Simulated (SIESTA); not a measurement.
# Input and output of a self-consistent single point for the (110) slab of CsPbI3 (cut from a parent of space group no. 221; 10 atoms in the cell) (SIESTA)

Method of the run: GGA PBE, numerical atomic orbitals DZP, PseudoDojo PBE standard norm-conserving potentials (rewritten from UPF to PSML) (SIESTA 5.4.2).

Input:

```
# files in the folder: Cs.psml Pb.psml I.psml (PseudoDojo PBE standard)
SystemName  CsPbI3
SystemLabel cspbi3

NumberOfAtoms                10
NumberOfSpecies              3
%block ChemicalSpeciesLabel
  1 55 Cs
  2 82 Pb
  3 53 I
%endblock ChemicalSpeciesLabel
LatticeConstant              1.0 Ang
%block LatticeVectors
     6.258550000    0.000000000    0.000000000
     0.000000000    8.850926000    0.000000000
     0.000000000    0.000000000   20.638194000
%endblock LatticeVectors
AtomicCoordinatesFormat      Fractional
%block AtomicCoordinatesAndAtomicSpecies
     0.000000000    0.661972000    0.446391000  1
     0.500000000    0.161972000    0.446391000  2
     0.500000000    0.911972000    0.339177000  3
     0.500000000    0.411972000    0.339177000  3
     0.000000000    0.161972000    0.446391000  3
     0.000000000    0.161972000    0.660823000  1
     0.500000000    0.661972000    0.660823000  2
     0.500000000    0.411972000    0.553604000  3
     0.500000000    0.911972000    0.553604000  3
     0.000000000    0.661972000    0.660823000  3
%endblock AtomicCoordinatesAndAtomicSpecies

XC.functional                GGA
XC.authors                   PBE
PAO.BasisSize                DZP
PAO.EnergyShift              0.01 Ry
MeshCutoff                   300 Ry
%block kgrid.MonkhorstPack
    4   0   0  0.0
    0   3   0  0.0
    0   0   1  0.0
%endblock kgrid.MonkhorstPack
OccupationFunction           FD
ElectronicTemperature        0.01 eV

MaxSCFIterations             150
SCF.Mixer.Method             Pulay
SCF.Mixer.Weight             0.2
SCF.Mixer.History            6
SCF.DM.Tolerance             1.0E-05
Diag.ParallelOverK           true
WriteForces                  true
```

The program printed (abridged):

```
reinit: Reading from file input.fdf

reinit: System Name: CsPbI3
reinit: System Label: cspbi3

coor:   Atomic-coordinates input format  =     Fractional

siesta: Atomic coordinates (Bohr) and species
siesta:      0.00000  11.07203  17.40949  1        1
siesta:      5.91347   2.70912  17.40949  2        2
siesta:      5.91347  15.25349  13.22808  3        3
siesta:      5.91347   6.89057  13.22808  3        4
siesta:      0.00000   2.70912  17.40949  3        5
siesta:      0.00000   2.70912  25.77245  1        6
siesta:      5.91347  11.07203  25.77245  2        7
siesta:      5.91347   6.89057  21.59085  3        8
siesta:      5.91347  15.25349  21.59085  3        9
siesta:      0.00000  11.07203  25.77245  3       10

siesta: System type = slab

initatomlists: Number of atoms, orbitals, and projectors:     10   132   280

siesta: ******************** Simulation parameters ****************************
redata: Spin configuration                          = none
redata: Time-Reversal Symmetry                      = T
redata: Number of Atomic Species                    =        3
redata: Mesh Cutoff                                 =   300.0000 Ry
redata: Net charge of the system                    =     0.0000 |e|
redata: Min. number of SCF Iter                     =        0
redata: Max. number of SCF Iter                     =      150
redata: SCF convergence failure will abort job
redata: SCF mix quantity                            = Hamiltonian
redata: Mix DM or H after convergence               =   F
redata: Recompute H after scf cycle                 =   F
redata: Mix DM in first SCF step                    =   T
redata: No kicks to SCF
redata: DM Mixing Weight for Kicks                  =     0.5000
redata: Require Harris convergence for SCF          =   F
redata: Harris energy tolerance for SCF             =     0.000100 eV
redata: Require DM convergence for SCF              =   T
   [... lines left out ...]
diag: Parallel distribution                         =     1 x     1
diag: Used triangular part                          = Lower
diag: Absolute tolerance                            =  0.100E-15
diag: Orthogonalization factor                      =  0.100E-05
diag: Memory factor                                 =  1.0000

superc: Internal auxiliary supercell:     5 x     3 x     1  =      15
superc: Number of atoms, orbitals, and projectors:    150   1980   4200

                        Single-point calculation

superc: Internal auxiliary supercell:     5 x     3 x     1  =      15
superc: Number of atoms, orbitals, and projectors:    150   1980   4200

outcell: Unit cell vectors (Ang):
        6.258550    0.000000    0.000000
        0.000000    8.850926    0.000000
        0.000000    0.000000   20.638194

outcell: Cell vector modules (Ang)   :    6.258550    8.850926   20.638194
outcell: Cell angles (23,13,12) (deg):     90.0000     90.0000     90.0000
outcell: Cell volume (Ang**3)        :   1143.2314
new_DM -- step:     1
Initializing Density Matrix...

Attempting to read DM from file... Failed...
DM filled with atomic data:

InitMesh: MESH = 72 x 96 x 216 = 1492992
InitMesh: Mesh cutoff (required, used) =   300.000   302.737 Ry

stepf: Fermi-Dirac step function
        iscf     Eharris(eV)        E_KS(eV)     FreeEng(eV)     dDmax    Ef(eV) dHmax(eV)
   scf:    1    -7183.071060    -7179.051988    -7179.051988  0.833593 -4.117196 10.165374
   scf:    2    -7185.411240    -7183.026079    -7183.026079  0.126351 -3.738449  3.647939
   scf:    3    -7183.412873    -7183.547168    -7183.547175  0.097810 -3.637953  1.606960
   scf:    4    -7182.446199    -7183.341867    -7183.341867  0.100725 -3.625375  2.866690
   scf:    5    -7170.722530    -7179.996947    -7180.000669  0.287442 -3.513544  6.961446
   scf:    6    -7184.351572    -7183.727848    -7183.727850  0.273637 -3.570668  0.551603
   [... 8 lines left out ...]
   scf:   15    -7183.754539    -7183.754539    -7183.754539  0.000093 -3.537470  0.004374
   scf:   16    -7183.754540    -7183.754539    -7183.754539  0.000100 -3.537345  0.001084
   scf:   17    -7183.754539    -7183.754539    -7183.754539  0.000051 -3.537197  0.000433
   scf:   18    -7183.754539    -7183.754539    -7183.754539  0.000013 -3.537165  0.000127
   scf:   19    -7183.754539    -7183.754539    -7183.754539  0.000008 -3.537152  0.000063
SCF Convergence by DM+H criterion
max |DM_out - DM_in|         :     0.0000076211
max |H_out - H_in|      (eV) :     0.0000628082
SCF cycle converged after 19 iterations

Using DM_out to compute the final energy and forces

siesta: E_KS(eV) =            -7183.7545

siesta: E_KS - E_eggbox =     -7183.7545

siesta: Atomic forces (eV/Ang):
     1    0.000000   -0.000023   -0.438004
     2   -0.000000    0.000158   -2.186329
     3   -0.000000    0.138675    0.688255
     4   -0.000000   -0.138603    0.688194
     5    0.000000   -0.000022    0.371044
     6    0.000000   -0.000037   -0.619179
     7    0.000000    0.000161   -0.818795
     8   -0.000000    0.701865    1.076492
     9    0.000000   -0.701926    1.076515
    10   -0.000000   -0.000010    0.161742
   Tot    0.000000    0.000239   -0.000066
   Max    2.186329
   Res    0.590996    sqrt( Sum f_i^2 / 3N )
   Max    2.186329    constrained

Stress tensor Voigt[x,y,z,yz,xz,xy] (kbar):       -3.14        3.78        6.02        0.00        0.00        0.00
(Free)E + p*V (eV/cell)    -7185.3370
Target enthalpy (eV/cell)    -7183.7545

siesta: Program's energy decomposition (eV):
siesta: Ebs     =     -1138.015208
siesta: Eions   =      9664.511519
siesta: Ena     =      1886.394977
siesta: Ekin    =      2686.254731
siesta: Enl     =       -61.982766
siesta: Eso     =         0.000000
siesta: Edftu   =         0.000000
siesta: DEna    =        55.266014
siesta: DUscf   =         2.255688
siesta: DUext   =         0.000000
siesta: Ex      =     -1924.524116
siesta: Ec      =      -162.907547
siesta: Exc     =     -2087.431664
siesta: Eharris =     -7183.754539
siesta: Etot    =     -7183.754539
siesta: FreeEng =     -7183.754539

siesta: Atomic forces (eV/Ang):
siesta:      1    0.000000   -0.000023   -0.438004
siesta:      2   -0.000000    0.000158   -2.186329
siesta:      3   -0.000000    0.138675    0.688255
siesta:      4   -0.000000   -0.138603    0.688194
siesta:      5    0.000000   -0.000022    0.371044
siesta:      6    0.000000   -0.000037   -0.619179
siesta:      7    0.000000    0.000161   -0.818795
siesta:      8   -0.000000    0.701865    1.076492
siesta:      9    0.000000   -0.701926    1.076515
siesta:     10   -0.000000   -0.000010    0.161742
siesta: ----------------------------------------
siesta:    Tot    0.000000    0.000239   -0.000066

siesta: Stress tensor (static) (eV/Ang**3):
siesta:    -0.001962    0.000000    0.000000
siesta:     0.000000    0.002360    0.000000
siesta:     0.000000    0.000000    0.003755

siesta: Cell volume =       1143.231353 Ang**3

siesta: Pressure (static):
siesta:                Solid            Molecule  Units
siesta:          -0.00001508          0.00000532  Ry/Bohr**3
siesta:          -0.00138421          0.00048838  eV/Ang**3
siesta:          -2.21774274          0.78247811  kBar

siesta: Electric dipole (a.u.)  =    0.000000    0.000000    4.122851
siesta: Electric dipole (Debye) =    0.000000    0.000000   10.479241
```

The run converged in 19 iterations.

The starting cell has typed, rounded lattice constants, without a prior relaxation at this level. The slab is cut from that crystal, and its faces are unrelaxed. Its lattice was rescaled by up to half a per cent. Spin polarisation is off, though cut faces can carry moments; a gap of a slab can lie between surface states. Values carry the incompleteness of an atom-centred basis. Forces in this geometry exceed 1 eV/Å.

Cost on one core of a shared machine: roughly 2 min.
